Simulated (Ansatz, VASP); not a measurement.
Sn: VASP beside Ansatz

```
Sn
1.0
    -1.89465    1.89465    1.97044
     1.89465   -1.89465    1.97044
     1.89465    1.89465   -1.97044
Sn
1
Direct
  0.00000 0.00000 0.00000
```

This isn't the form of Sn at room conditions, which is tetragonal (white tin).

Alike in both runs: task single point; functional PBEsol; k mesh 8 × 8 × 8; occupations fermi-dirac, width 0.05 eV; no spin polarisation.

|  | VASP | Ansatz |
| --- | --- | --- |
| version | VASP 6.6.1 | Ansatz 0.2.0 |
| potentials or method | VASP PAW PBE potentials, release 64 (Sn_d) | Ansatz PAW |
| plane-wave cutoff (eV) | 520 | 420 |
| valence electrons in the cell | 14 | 14 |

Ansatz gave:

| Property | Result |
| --- | --- |
| gap on the k mesh at the Fermi level (eV) | none |
| pressure (GPa) | -3.3 |
| largest component of the traceless stress (GPa) | 1.67 |

Question: Estimate VASP's values.

Answer: gap on the k mesh at the Fermi level (eV): none; pressure (GPa): -3.4; largest component of the traceless stress (GPa): 1.66.

A gap of «none» marks a metal or a gap that the smearing closes.

Caveats: the PAW data sets were made with another functional, which shifts forces and pressure a little (VASP); the PAW data sets come from PBE, with cores solved anew for the run's functional, which leaves a small shift of forces and pressure (Ansatz).
